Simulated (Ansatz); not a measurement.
## Tetragonal deformation path in Ru

All numbers below come from DFT PBEsol, scalar-relativistic, plane waves, PAW (Ansatz). The runs took a 420 eV cutoff, a Γ-centred 24×24×24 mesh and Gaussian smearing (0.15 eV). No spin polarisation. Energies are free energies at this smearing, counted from the undisturbed cell; pressure is positive in compression.

Reference structure (as given, not relaxed at this level; it stands at -14.6 GPa; this fcc form isn't the usual structure):

```
Ru
1.0
     0.00000    1.91500    1.91500
     1.91500    0.00000    1.91500
     1.91500    1.91500    0.00000
Ru
1
Direct
  0.00000 0.00000 0.00000
```

At fixed volume and fractional coordinates, lengths along (0.000, 0.000, 1.000) are scaled against those across it; ρ is that ratio over its starting value. The cell is metallic on the mesh throughout. At ρ = 0.707 the cell becomes cubic (Im-3m), and there the slope of the energy vanishes by symmetry. At -15 GPa the given cell is far from its own equilibrium, so these figures belong to a strongly strained crystal.

```tsv
ρ	ΔE (meV/atom)
0.707	511.6
0.780	389.5
0.850	186.4
0.920	48.9
1.000	0.0
1.200	254.0
1.300	519.6
1.414	854.1
```

(1) Predict the pressure (GPa) at each point.

## Answers

(1)
| ρ | pressure (GPa) |
| --- | --- |
| 0.707 | -6.3 |
| 0.780 | -8.1 |
| 0.850 | -11.4 |
| 0.920 | -13.8 |
| 1.000 | -14.6 |
| 1.200 | -9.0 |
| 1.300 | -2.2 |
| 1.414 | 7.9 |